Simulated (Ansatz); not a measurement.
Input and command of a plane-wave DFT calculation in Ansatz:

```yaml
crystal:
  lattice:
    - [3.4665480215, 0.0, 0.0]
    - [-1.7332740108, 3.0021186501, 0.0]
    - [0.0, 0.0, 17.5198113284]
  atoms:
    - { symbol: Te, position: [0.3333333333, 0.6666666667, 0.9249317969] }
    - { symbol: Te, position: [0.3333333333, 0.6666666667, 0.1024657584] }
    - { symbol: Mo, position: [0.0, 0.0, 0.0] }
basis:
  ecutwfc: 420
kpoints:
  mp_grid: { grid: [12, 12, 2] }
hamiltonian:
  xc: lda
scf:
  occupations: { method: gaussian, width: 0.05 }
output:
  forces: true
  stress: true
  eigenvalues: true
```

```bash
ansatz run input.yaml --threads 1 --pin off --max-ram 2560MiB --backend cpu --events-out ev --progress --plain --runs-dir out
```

Processor: AMD EPYC (Zen 3), 1 thread, on a host shared with other jobs.

Question: How long does it run, and how much memory does it take?

Answer: About 37 s on 1 thread of AMD EPYC (Zen 3), on a shared host, peak memory 0.46 GiB. It solves 28 bands at 38 k points (the mesh reduced by the symmetry that the task leaves, which can be less than the crystal's) with about 3533 plane waves, in 8 SCF iterations.
